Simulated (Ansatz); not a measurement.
**LiH: how the settings move a single-point run**

How sensitive is a single-point run of LiH to its settings? A reference run comes first, then one run with altered input. The cell is built on a prototype (zincblende) and needn't be the phase found in nature.

Program: Ansatz 0.2.0. Level of theory: reference: DFT, HSE06, plane waves, PAW. These are calculated values, not measurements.

1 further run of the same task is left out (it didn't finish).

## (1) Starting point

It takes space group F-43m (No. 216, cubic). The conventional cell has a = 4.290 Å, b = 4.290 Å, c = 4.290 Å, α = 90.00°, β = 90.00°, γ = 90.00°. Li (site symmetry -43m) is surrounded by 4 H at 1.86 Å. H (site symmetry -43m) has 4 Li at 1.86 Å as nearest neighbours.

Coordinates:

```xyz
2
Lattice="0.0000 2.1451 2.1451 2.1451 0.0000 2.1451 2.1451 2.1451 0.0000" Properties=species:S:1:pos:R:3 pbc="T T T"
Li    0.0000    0.0000    0.0000
H     1.0726    1.0726    1.0726
```

## (2) The reference run

input.yaml

```yaml
crystal:
  lattice:
    - [0.0, 2.1451220117, 2.1451220117]
    - [2.1451220117, 0.0, 2.1451220117]
    - [2.1451220117, 2.1451220117, 0.0]
  atoms:
    - { symbol: Li, position: [0.0, 0.0, 0.0] }
    - { symbol: H, position: [0.25, 0.25, 0.25] }
kpoints:
  mp_grid: { grid: [4, 4, 4] }
hamiltonian:
  xc: hse06
scf:
  occupations: { method: fixed }
  n_extra_bands: 4
output:
  forces: true
  stress: true
  eigenvalues: true
  write_density: true
  write_potential: true
  elf: true
  volumetric_format: npy
```

Run with:

```
ansatz run input.yaml --threads 4 --pin off --max-ram 3686MiB --backend cpu --events-out ev --progress --plain --runs-dir out
```

## (3) Changed: preconditioner resta

input.yaml, as its differences from that of step 2:

```diff
@@ -15,2 +15,3 @@
   n_extra_bands: 4
+  mixing: { preconditioner: resta }
 output:
@@ -19,5 +20 @@
   eigenvalues: true
-  write_density: true
-  write_potential: true
-  elf: true
-  volumetric_format: npy
```

Before running it: what results should come out? Wanted: for each run, ending; energy change; pressure; gap; force.

The runs gave:

```csv
run,ending,energy change,pressure (GPa),gap (eV),force (eV/Å),cycles,time
reference,converged,0,-0.4,5.24,0.00,10,8.6 s
1: preconditioner resta,converged,0.0 meV/atom,-0.4,5.24,0.00,10,8.4 s
```

Times don't compare one to one where runs were asked for different outputs or read a saved state (see the inputs); cycles may leave out searches for a lower state.

Residual by cycle in the longest SCF loop of each run; runs are numbered as in the table. The quantity is the density residual dr2, in eV.

```csv
cycle,reference,run 1
1,3.3e-4,3.3e-4
2,1.1e-4,1.1e-4
3,6.3e-5,8.5e-5
4,9.9e-6,1.8e-5
5,1.1e-6,1.5e-6
6,2.9e-7,5.3e-7
```

Energy and cycle count are those of the reference, so the change (mixing) left the result and the number of cycles as they were.
